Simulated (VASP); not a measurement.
# Pm (Fm-3m) in VASP: a series of runs

Runs on Pm. Level: LDA. Tasks: single point.

All numbers are computed with VASP 6.6.1; they aren't measurements. Logs are shortened: lines on timing, memory, paths and dates and some standing lists are left out, and cuts for length are marked.

**1. The structure**

Symmetry: Fm-3m, No. 225, cubic system. The conventional cell has a = 5.168 Å, b = 5.168 Å, c = 5.168 Å, α = 90.00°, β = 90.00°, γ = 90.00°. Around Pm (site symmetry m-3m) lie 12 Pm at 3.65 Å.

This isn't the form of Pm at room conditions, which is double hcp.

**2. Single point, LDA, collinear spin, ferromagnetic start**

Input file INCAR:

```
PREC     = Accurate       # precision mode
ENCUT    = 450            # plane-wave cutoff, eV
EDIFF    = 1E-6           # SCF threshold, eV
ISMEAR   = -1             # smearing method
SIGMA    = 0.4            # smearing width, eV
LREAL    = F              # projectors in reciprocal space
LASPH    = T              # aspherical terms in the spheres
NELM     = 100            # most SCF steps
ALGO     = Normal         # electronic algorithm
ISIF     = 2              # what is computed and relaxed
LWAVE    = F              # write WAVECAR
LCHARG   = F              # write CHGCAR
ISPIN    = 2              # spin polarisation
MAGMOM   = 4              # initial moments
LORBIT   = 11             # projections on sites
LMAXMIX  = 6              # l up to which the mixer works
GGA      = CA             # functional
NBANDS   = 18             # bands
ADDGRID  = F
```

Input file KPOINTS:

```
Automatic mesh
0
Gamma
  9 9 9
```

Input file POSCAR:

```
Pm
1.0
   -0.0555010000      2.5655700000      2.5293400000
    2.5242190000     -0.0080540000      2.4818930000
    2.6229240000      2.6168280000     -0.1067590000
Pm
1
Direct
    0.0077670000      0.0042080000     -0.0216400000
```

Potentials or basis: VASP PAW PBE potentials, release 64 (Pm).

On the command line:

```sh
cat potpaw_PBE.64/Pm/POTCAR > POTCAR
mpirun -np 1 vasp_std > vasp.out
```

OUTCAR:

```text
PREC = Accurate
   ENCUT = 450
   EDIFF = 1E-6
   ISMEAR = -1
   LREAL = F
   LASPH = T
   NELM = 100
   ISIF = 2
   ISPIN = 2
   LORBIT = 11
   GGA = CA

 Found    365 irreducible k-points:

 Following reciprocal coordinates:
            Coordinates               Weight
  0.000000  0.000000  0.000000      1.000000
  0.111111  0.000000  0.000000      2.000000
  0.222222  0.000000  0.000000      2.000000
  0.333333 -0.000000  0.000000      2.000000
  0.444444  0.000000  0.000000      2.000000
  0.000000  0.111111 -0.000000      2.000000
   k-points           NKPTS =    365   k-points in BZ     NKDIM =    365   number of bands    NBANDS=     18
   number of dos      NEDOS =    301   number of ions     NIONS =      1
   total plane-waves  NPLWV =  18816
   dimension x,y,z NGX =    28 NGY =   24 NGZ =   28
   dimension x,y,z NGXF=    56 NGYF=   48 NGZF=   56
   ions per type =               1
   NGX,Y,Z   is equivalent  to a cutoff of  12.92, 11.27, 12.56 a.u.
   NGXF,Y,Z  is equivalent  to a cutoff of  25.84, 22.54, 25.12 a.u.
 SYSTEM =  unknown system
   PREC   = accura    normal or accurate (medium, high low for compatibility)
   ISTART =      0    job   : 0-new  1-cont  2-samecut
   ICHARG =      2    charge: 1-file 2-atom 10-const
   ISPIN  =      2    spin polarized calculation?
   LNONCOLLINEAR =      F non collinear calculations
   LSORBIT =      F    spin-orbit coupling
   LASPH  =      T    aspherical Exc in radial PAW
   ENCUT  =  450.0 eV  33.07 Ry    5.75 a.u.   6.23  6.12  6.41*2*pi/ulx,y,z
   NELM   =    100;   NELMIN=  2; NELMDL= -5     # of ELM steps
   EDIFF  = 0.1E-05   stopping-criterion for ELM
[... 12 lines left out ...]
   EMIN   =  10.00;   EMAX   =-10.00  energy-range for DOS
   EFERMI =   0.00;   METHOD = LEGACY
   ISMEAR =    -1;   SIGMA  =   0.40  broadening in eV -4-tet -1-fermi 0-gaus
   EFERMI_NEDOS =   21; number of points for ismear=-14 and -15
   IALGO  =     38    algorithm
   IMIX   =      4    mixing-type and parameters
     AMIX     =   0.40;   BMIX     =  1.00
     AMIX_MAG =   1.60;   BMIX_MAG =  1.00
  volume/ion in A,a.u.               =      34.51       232.91
  Fermi-wavevector in a.u.,A,eV,Ry     =   1.240052  2.343359 20.922083  1.537730
  Thomas-Fermi vector in A             =   2.374509
   LORBIT       =     11    0 simple, 1 ext, 2 COOP (PROOUT), +10 PAW based schemes
[... 5 lines left out ...]
   LRPA    =     F    only Hartree local field effects (RPA)
 spin polarized calculation
  energy-cutoff  :      450.00
  volume of cell :       34.51
 maximum number of plane-waves:       760
 NGX is ok and might be reduce to    28

 number of electron      15.0000000 magnetization       4.9295660

 Free energy of the ion-electron system (eV)
  ---------------------------------------------------
  ext. energy  EPLUGINS =         0.00000000
  ---------------------------------------------------
  free energy    TOTEN  =        -9.54652217 eV

  energy without entropy =       -7.11652546  energy(sigma->0) =       -8.33152381

 E-fermi :   5.5896     XC(G=0): -10.0635

 val. band max:        5.5885567919   @ k =  -0.3333   0.4444   0.3333
 cond. band min:       5.5897661704   @ k =  -0.3333  -0.4444   0.2222
 fundamental gap:      0.0012093784
 Fermi energy:         5.5895787598

 spin component 1

 k-point     1 :       0.0000    0.0000    0.0000
  band No.  band energies     occupation
      1     -32.9166      1.00000
      2     -12.9775      1.00000
      3     -12.9171      1.00000
      4     -12.8708      1.00000
      5       1.4624      0.99997
      6       5.0296      0.80217
[... 10 lines left out ...]
     17       9.8631      0.00002
     18      14.9214      0.00000

 k-point     2 :       0.1111    0.0000    0.0000
  band No.  band energies     occupation
      1     -32.9038      1.00000
      2     -13.0661      1.00000
      3     -12.9730      1.00000
      4     -12.8890      1.00000
      5       1.8082      0.99992
      6       5.0150      0.80792
[... 10 lines left out ...]
     17       9.7076      0.00003
     18      15.5597      0.00000

 k-point     3 :       0.2222    0.0000    0.0000
  band No.  band energies     occupation
      1     -32.8707      1.00000
      2     -13.3840      1.00000
      3     -13.0064      1.00000
      4     -12.9335      1.00000
      5       2.6563      0.99935
      6       5.0161      0.80749
[... 10 lines left out ...]
     17       9.7871      0.00003
     18      15.2728      0.00000

 k-point     4 :       0.3333   -0.0000    0.0000
  band No.  band energies     occupation
      1     -32.8327      1.00000
      2     -13.7268      1.00000
      3     -13.0399      1.00000
      4     -12.9828      1.00000
      5       3.4052      0.99577
      6       5.1000      0.77277
[... 10 lines left out ...]
     17      10.7049      0.00000
     18      14.4470      0.00000

 k-point     5 :       0.4444    0.0000    0.0000
  band No.  band energies     occupation
      1     -32.8076      1.00000
      2     -13.9395      1.00000
      3     -13.0617      1.00000
      4     -13.0141      1.00000
      5       3.6320      0.99256
      6       5.0714      0.78506
[... 10 lines left out ...]
     17      11.6825      0.00000
     18      14.3149      0.00000

 k-point     6 :       0.0000    0.1111   -0.0000
  band No.  band energies     occupation
      1     -32.9017      1.00000
      2     -13.0413      1.00000
      3     -12.9849      1.00000
      4     -12.9193      1.00000
      5       1.8279      0.99992
      6       5.0134      0.80851
[... 10 lines left out ...]
     17       9.6461      0.00004
     18      15.5914      0.00000

 [... further k-points ...]

 spin component 2

 k-point     1 :       0.0000    0.0000    0.0000
  band No.  band energies     occupation
      1     -31.0045      1.00000
      2     -11.4559      1.00000
      3     -11.3862      1.00000
      4     -11.3335      1.00000
      5       2.0966      0.99984
      6       7.6440      0.00585
[... 10 lines left out ...]
     17      10.7339      0.00000
     18      15.8360      0.00000

 k-point     2 :       0.1111    0.0000    0.0000
  band No.  band energies     occupation
      1     -30.9897      1.00000
      2     -11.5568      1.00000
      3     -11.4498      1.00000
      4     -11.3537      1.00000
      5       2.4558      0.99960
      6       7.2409      0.01585
[... 10 lines left out ...]
     17      10.5990      0.00000
     18      16.4386      0.00000

 k-point     3 :       0.2222    0.0000    0.0000
  band No.  band energies     occupation
      1     -30.9517      1.00000
      2     -11.9161      1.00000
      3     -11.4874      1.00000
      4     -11.4030      1.00000
      5       3.3282      0.99651
      6       6.8442      0.04163
[... 10 lines left out ...]
     17      10.7412      0.00000
     18      16.0224      0.00000

 k-point     4 :       0.3333   -0.0000    0.0000
  band No.  band energies     occupation
      1     -30.9079      1.00000
      2     -12.3000      1.00000
      3     -11.5248      1.00000
      4     -11.4576      1.00000
      5       4.0872      0.97715
      6       7.0170      0.02743
[... 10 lines left out ...]
     17      11.6845      0.00000
     18      15.2598      0.00000

 k-point     5 :       0.4444    0.0000    0.0000
  band No.  band energies     occupation
      1     -30.8791      1.00000
      2     -12.5366      1.00000
      3     -11.5489      1.00000
      4     -11.4923      1.00000
      5       4.3078      0.96100
      6       7.4786      0.00881
[... 10 lines left out ...]
     17      12.6666      0.00000
     18      15.1970      0.00000

 k-point     6 :       0.0000    0.1111   -0.0000
  band No.  band energies     occupation
      1     -30.9874      1.00000
      2     -11.5275      1.00000
      3     -11.4637      1.00000
      4     -11.3879      1.00000
      5       2.4749      0.99958
      6       7.3148      0.01322
[... 10 lines left out ...]
     17      10.5430      0.00000
     18      16.4538      0.00000

 [... further k-points ...]
[... 5 lines left out ...]
  --------------------------------------------------------------------------------------
  -------------------------------------------------------------------------------------
  Total       -0.2042521     -0.2157110     -0.1749531     -0.0615406      0.0895069      0.2326775
  in kB       -9.4815941    -10.0135297     -8.1215024     -2.8567801      4.1550030     10.8011324
  external PRESSURE =      -9.2055421 kB  Pullay stress =       0.0000000 kB

 VOLUME and BASIS-vectors are now :
 -----------------------------------------------------------------------------
  energy-cutoff  :      450.00
  volume of cell :       34.51
      direct lattice vectors                 reciprocal lattice vectors
    -0.055501000  2.565570000  2.529340000    -0.188150331  0.196421533  0.191996440
     2.524219000 -0.008054000  2.481893000     0.199708474 -0.192047705  0.199180755
     2.622924000  2.616828000 -0.106759000     0.185079531  0.188976904 -0.187622612

 POSITION                                       TOTAL-FORCE (eV/Angst)
 -----------------------------------------------------------------------------------
      2.57635      2.58009     -0.07436         0.000000      0.000000      0.000000
 -----------------------------------------------------------------------------------
    total drift:                                0.000007      0.000001     -0.000001

  FREE ENERGIE OF THE ION-ELECTRON SYSTEM (eV)
  ---------------------------------------------------
  free  energy   TOTEN  =        -9.5465221702 eV

  energy  without entropy=       -7.1165254551  energy(sigma->0) =       -8.33152381

 total charge

# of ion       s       p       d       f       tot
--------------------------------------------------
    1        2.042   5.478   0.526   4.362  12.408

 magnetization (x)

# of ion       s       p       d       f       tot
--------------------------------------------------
    1        0.001   0.024   0.141   4.303   4.468
```

It took 2.7 min on 1 thread of Intel Xeon 6975P-C (Granite Rapids), shared host; peak memory 0.38 GiB.

These settings aren't checked as converged: the numbers below hold their error.

What came out:

```yaml
Free_energy: -9.5465 eV
Pressure: -0.9 GPa
Band_gap_on_the_k_mesh: none (metal or under the smearing width)
Net_moment: 4.93 μB per cell
Site_moments: Pm +4.47 μB
Valence_electrons_inside_the_program's_atomic_spheres: Pm 12.41
```

Caveat: the magnetic or orbital state may not be the lowest; the PAW data sets were made with another functional, which shifts forces and pressure a little; spin-orbit coupling is left out, which moves the levels of the heavy elements.

**3. Single point, LDA, collinear spin, ferromagnetic start**

This run uses another cell than the first one, of the same volume but with other edges.

INCAR, as its differences from that of step 2:

```diff
@@ -4,3 +4,3 @@
 ISMEAR   = -1             # smearing method
-SIGMA    = 0.4            # smearing width, eV
+SIGMA    = 0.1            # smearing width, eV
 LREAL    = F              # projectors in reciprocal space
```

KPOINTS is that of step 2.

Input file POSCAR:

```
Pm
1.0
    0.0000000000      2.5841748100      2.5841748100
    2.5841748100      0.0000000000      2.5841748100
    2.5841748100      2.5841748100      0.0000000000
Pm
1
Direct
    0.0000000000      0.0000000000      0.0000000000
```

Potentials or basis: VASP PAW PBE potentials, release 64 (Pm).

On the command line:

```sh
cat potpaw_PBE.64/Pm/POTCAR > POTCAR
mpirun -np 1 vasp_std > vasp.out
```

It took 24 s on 1 thread of Intel Xeon 6975P-C (Granite Rapids), shared host; peak memory 0.17 GiB.

The run converged, but some of its settings lie outside the range that counts as converged, so its numbers aren't taken as properties of the crystal.

What came out:

```yaml
Free_energy: -8.0581 eV
Pressure: -4.0 GPa
Band_gap_on_the_k_mesh: none (metal or under the smearing width)
Net_moment: 5.16 μB per cell
Site_moments: Pm +4.59 μB
Valence_electrons_inside_the_program's_atomic_spheres: Pm 12.41
```

Caveat: the magnetic or orbital state may not be the lowest; the PAW data sets were made with another functional, which shifts forces and pressure a little; spin-orbit coupling is left out, which moves the levels of the heavy elements.

**4. Single point, LDA, collinear spin, ferromagnetic start**

INCAR is that of step 3.

KPOINTS is that of step 3.

Input file POSCAR:

```
Pm
1.0
   -0.0555010000      2.5655700000      2.5293400000
    2.5242190000     -0.0080540000      2.4818930000
    2.6229240000      2.6168280000     -0.1067590000
Pm
1
Direct
    0.0077670000      0.0042080000     -0.0216400000
```

On the command line:

```sh
cat potpaw_PBE.64/Pm/POTCAR > POTCAR
mpirun -np 1 vasp_std > vasp.out
```

Run time: 3.2 min. Hardware: 1 thread of Intel Xeon 6975P-C (Granite Rapids), shared host; peak memory 0.38 GiB.

The run converged, but some of its settings lie outside the range that counts as converged, so its numbers aren't taken as properties of the crystal.

What came out:

```yaml
Free_energy: -8.0502 eV
Pressure: -3.2 GPa
Band_gap_on_the_k_mesh: none (metal or under the smearing width)
Net_moment: 5.16 μB per cell
Site_moments: Pm +4.59 μB
Valence_electrons_inside_the_program's_atomic_spheres: Pm 12.41
```

Caveat: the magnetic or orbital state may not be the lowest; the PAW data sets were made with another functional, which shifts forces and pressure a little; spin-orbit coupling is left out, which moves the levels of the heavy elements.

**5. Single point, LDA, collinear spin, ferromagnetic start**

This run uses another cell than the first one, of the same volume but with other edges.

INCAR, as its differences from that of step 4:

```diff
@@ -4,3 +4,3 @@
 ISMEAR   = -1             # smearing method
-SIGMA    = 0.1            # smearing width, eV
+SIGMA    = 0.05           # smearing width, eV
 LREAL    = F              # projectors in reciprocal space
```

KPOINTS is that of step 4.

Input file POSCAR:

```
Pm
1.0
    0.0000000000      2.5841748100      2.5841748100
    2.5841748100      0.0000000000      2.5841748100
    2.5841748100      2.5841748100      0.0000000000
Pm
1
Direct
    0.0000000000      0.0000000000      0.0000000000
```

On the command line:

```sh
cat potpaw_PBE.64/Pm/POTCAR > POTCAR
mpirun -np 1 vasp_std > vasp.out
```

Run time: 26 s. Hardware: 1 thread of Intel Xeon 6975P-C (Granite Rapids), shared host; peak memory 0.17 GiB.

These settings aren't checked as converged: the numbers below hold their error.

Results:

```
Free energy                                           : -7.9133 eV
Pressure                                              : -3.4 GPa
Band gap on the k mesh                                : none (metal or under the smearing width)
Net moment                                            : 5.22 μB per cell
Site moments                                          : Pm +4.61 μB
Valence electrons inside the program's atomic spheres : Pm 12.41
```

Caveat: the magnetic or orbital state may not be the lowest; the PAW data sets were made with another functional, which shifts forces and pressure a little; spin-orbit coupling is left out, which moves the levels of the heavy elements.

**6. For comparison**

An earlier run on the cell as given: functional PBE; potentials or basis VASP PAW PBE potentials, release 64 (Pm); cutoff 520 eV; k mesh 9 × 9 × 9; occupations fermi-dirac, width 0.05 eV; collinear spin, ferromagnetic start; starting moments [4.0] μB.

- Pressure: 1.1 GPa
- Band gap on the k mesh: none (metal or under the smearing width)
- Net moment: 5.45 μB per cell
- Site moments: Pm +4.67 μB
- Valence electrons inside the program's atomic spheres: Pm 12.42
